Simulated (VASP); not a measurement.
VASP 6.6.1 run: InP

INCAR

```
ISPIN = 2
IBRION = -1
NSW = 0
GGA = PE
LREAL = .FALSE.
NBANDS = 16
LWAVE = .FALSE.
EDIFF = 1E-7
MAGMOM = 2 2
NELM = 75
LASPH = .TRUE.
SIGMA = 0.02
LCHARG = .FALSE.
ENCUT = 520
ISIF = 2
ISMEAR = -1
PREC = Accurate
```

KPOINTS

```
KPOINTS created by Atomic Simulation Environment
0
Gamma
8 8 8
0 0 0
```

POSCAR

```
In P
 1.0000000000000000
     0.0000000000000000    2.9537876347999998    3.0424012639000000
     2.9537876347999998    0.0000000000000000    3.0424012639000000
     2.9537876347999998    2.9537876347999998    0.0000000000000000
 In  P
   1   1
Cartesian
  0.0000000000000000  0.0000000000000000  0.0000000000000000
  1.4768938173999999  1.4768938173999999  1.5212006319500000
```

The recommended PBE PAW datasets give the neutral cell 18 valence electrons.

Command

```
mpirun -np 1 vasp_std
```

OSZICAR

```
N       E                     dE             d eps       ncg     rms          rms(c)
DAV:   1     0.113886205275E+03    0.11389E+03   -0.84513E+03  3792   0.125E+03
DAV:   2     0.356508432559E+00   -0.11353E+03   -0.10831E+03  4152   0.298E+02
DAV:   3    -0.712908258411E+01   -0.74856E+01   -0.74454E+01  5032   0.750E+01
DAV:   4    -0.733008819981E+01   -0.20101E+00   -0.20095E+00  4768   0.134E+01
DAV:   5    -0.734004813632E+01   -0.99599E-02   -0.99598E-02  5680   0.252E+00    0.125E+01
DAV:   6    -0.835418490162E+01   -0.10141E+01   -0.90479E-01  5624   0.121E+01    0.520E+00
DAV:   7    -0.840802558891E+01   -0.53841E-01   -0.20142E-01  4296   0.378E+00    0.243E+00
DAV:   8    -0.840128798402E+01    0.67376E-02   -0.26727E-02  4568   0.111E+00    0.131E+00
DAV:   9    -0.840077158835E+01    0.51640E-03   -0.35020E-03  4552   0.456E-01    0.457E-01
DAV:  10    -0.840154569097E+01   -0.77410E-03   -0.15234E-03  4960   0.331E-01    0.102E-01
DAV:  11    -0.840177734779E+01   -0.23166E-03   -0.18867E-04  4736   0.119E-01    0.692E-02
DAV:  12    -0.840188938526E+01   -0.11204E-03   -0.80335E-05  4712   0.860E-02    0.310E-02
DAV:  13    -0.840192115140E+01   -0.31766E-04   -0.32905E-05  4912   0.401E-02    0.124E-02
DAV:  14    -0.840192395060E+01   -0.27992E-05   -0.38221E-06  4896   0.199E-02    0.261E-03
DAV:  15    -0.840192447793E+01   -0.52733E-06   -0.60870E-07  4632   0.642E-03    0.152E-03
DAV:  16    -0.840192463022E+01   -0.15229E-06   -0.16591E-07  4792   0.245E-03    0.808E-04
DAV:  17    -0.840192461521E+01    0.15015E-07   -0.42085E-08  3968   0.145E-03
   1 F= -.84019246E+01 E0= -.84019245E+01  d E =-.220201E-06  mag=    -0.0000
```

It converged. Results: pressure -0.3 GPa; magnetic moment of the cell 0.00 μB.

For comparison, a separate PBE run of the intended cell, on usual settings and not on those above, gives a gap of 0.37 eV on its mesh and a pressure of -0.3 GPa.

The run above took about 68 s on one core of a shared host (Intel Xeon Platinum 8488C) and held 0.24 GiB at most.
